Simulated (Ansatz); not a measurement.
Runs of Ansatz 0.2.0 on Ru. It takes space group P6_3/mmc (No. 194, hexagonal). Conventional cell: a = 2.706 Å, b = 2.706 Å, c = 4.282 Å, α = 90.00°, β = 90.00°, γ = 120.00°. Around Ru (site symmetry -6m2) lie 12 Ru at 2.65 to 2.71 Å. 

```tsv
task	level	cell	k mesh	cutoff (eV)	smearing	basis error allowed	mesh quality	gap on the mesh (eV)	pressure (GPa)	relaxed volume (Å³/atom)
phonons	PBE	as given	8 × 8 × 5	300	fermi-dirac 0.05 eV	0.001 eV/atom	coarse	none	-	-
relaxation of cell and atoms	revPBE+D3(BJ)	relaxed	11 × 11 × 6	-	fermi-dirac 0.05 eV	0.001 eV/atom	not flagged	-	0.0	13.28
single point	PBE	as given	11 × 11 × 6	281	gaussian 0.023 eV	0.001 eV/atom	not flagged	none	4.4	-
single point	PBE	as given	6 × 6 × 3	261	fermi-dirac 0.04 eV	0.002 eV/atom	coarse	none	(a)	-
single point	PBE	as given	11 × 11 × 6	281	gaussian 0.013 eV	0.001 eV/atom	not flagged	none	4.4	-
relaxation of cell and atoms	PBE+D4	relaxed	11 × 11 × 6	-	fermi-dirac 0.05 eV	0.001 eV/atom	not flagged	-	0.0	13.52
single point	PBE	as given	11 × 11 × 6	281	gaussian 0.027 eV	0.001 eV/atom	not flagged	none	4.4	-
```

Alike in all rows: potentials or basis all-electron LAPW, scalar-relativistic; no spin polarisation.

Question: Fill in the values left out.

Answer: (a) 5.2.

Caveats: some runs use coarse meshes; the k mesh is thin for a metal, which can move the energy by tens of meV per atom (some runs); a metal's response needs a denser mesh (some runs).

A k mesh can miss the band edges, and the runs leave out spin-orbit coupling on Ru.

A gap of «none» marks a metal or a gap under the smearing width.

The runs don't all hold the same shells in valence.
